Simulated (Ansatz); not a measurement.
The system is Si.

```
Si
1.0
     2.62054    0.00000    0.00000
    -1.31027    2.26946    0.00000
     0.00000    0.00000    2.46635
Si
1
Direct
  0.00000 0.00000 0.00000
```

This isn't the form of Si at room conditions, which is diamond.

Program: Ansatz 0.2.0. Alike in all runs: task single point; potentials or basis all-electron LAPW, scalar-relativistic; no spin polarisation; cell as given; k mesh 12 × 12 × 11; basis error allowed 0.001 eV/atom.

Question: Order these runs on this cell by their pressure, lowest first.
A. level revPBE+D4; cutoff (eV) 188; smearing gaussian 0.05 eV
B. level PBE; cutoff (eV) 189; smearing gaussian 0.1 eV
C. level PBEsol; cutoff (eV) 189; smearing gaussian 0.05 eV

Answer: A (-3.9 GPa), C (0.5 GPa), B (3.1 GPa).

Caveats: pairwise dispersion overbinds metals, which lowers pressure and volume (some runs).
